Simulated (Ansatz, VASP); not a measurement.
One calculation of Be, two programs

Contents of INCAR:

```
ALGO = Normal
EDIFF = 1E-6
ENCUT = 520
GGA = PE
ISIF = 2
ISMEAR = -1
LASPH = True
LCHARG = False
LREAL = False
LWAVE = False
NBANDS = 9
NELM = 80
PREC = Accurate
SIGMA = 0.08
```

KPOINTS

```
k-points
0
Gamma
  19 19 11
```

File POSCAR:

```
Be
1.0
    2.0943904635      0.0000000000      0.0000000000
   -1.0471952317      1.8137953468      0.0000000000
    0.0000000000      0.0000000000      3.3288966824
Be
2
Direct
    0.3333333333      0.6666666667      0.2500000000
    0.6666666667      0.3333333333      0.7500000000
```

Input for Ansatz:

```yaml
crystal:
  lattice:
    - [2.0943904635, 0.0, 0.0]
    - [-1.0471952317, 1.8137953468, 0.0]
    - [0.0, 0.0, 3.3288966824]
  atoms:
    - { symbol: Be, position: [0.3333333333, 0.6666666667, 0.25] }
    - { symbol: Be, position: [0.6666666667, 0.3333333333, 0.75] }
kpoints:
  mp_grid: { grid: [19, 19, 11] }
scf:
  occupations: { method: fermi_dirac, width: 0.08 }
hamiltonian:
  xc: pbe
  pseudopotentials: { kind: all_electron, lapw: { basis_error: 0.001 } }
output:
  forces: true
  stress: true
  eigenvalues: true
  populations: true
```

Change from the starting cell: volume scaled by 0.8, LAPW.

Alike in both runs: task single point; functional PBE; k mesh 19 × 19 × 11; occupations fermi-dirac, width 0.08 eV; no spin polarisation.

```csv
,VASP,Ansatz
version,VASP 6.6.1,Ansatz 0.2.0
potentials or method,"VASP PAW PBE potentials, release 64 (Be)","all-electron LAPW, scalar-relativistic"
plane-wave cutoff (eV),520,see its input
```

Ansatz gave:

| Quantity | Value |
| --- | --- |
| pressure (GPa) | 39.6 |

Q: What did VASP give for the same quantities?

A: Pressure (GPa): 40.0.

Ansatz ran all-electron here, so the differences hold the error of VASP's frozen core and of both bases.

Caveats: so large a pressure means that the cell lies far from this level's equilibrium, or that cutoff or potentials fall short (VASP).
